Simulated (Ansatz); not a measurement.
A crystal relaxed with r2SCAN in Ansatz has space group R-3m:H (No. 166) and a = 3.083 Å, c = 15.964 Å.

```tsv
atom	site	x	y	z
C	6c	0.6667	0.3333	0.7825
Xx	6c	0.0000	0.0000	0.9255
```

The r2SCAN gap is indirect, 0.69 eV (Γ to F), below the direct gap of 2.10 eV at F. With HSE06 the valence top lies at Γ and the conduction bottom at F, 1.26 eV higher; the smallest vertical gap, at F, is 2.64 eV. The PBE gap is indirect, 0.49 eV (Γ to F), below the direct gap of 1.81 eV at F. Meshes: r2SCAN 10×10×10, HSE06 6×6×6, PBE 10×10×10. r2SCAN's ε∞ is 7.5 along x and y, 8.3 along z.

Q: Which element is Xx?
A. Si
B. Sn
C. Ge
D. Pb

A: A. Xx is Si: CSi, ordered on the diamond lattice (R-3m) with 4 atoms a cell. Around C lie 1 C at 1.62 Å and 3 Si at 1.90 Å; around Si lie 3 C at 1.90 Å and 1 Si at 2.38 Å.

These are computed values for a spin-unpolarised cell that may be hypothetical; none is a measurement.
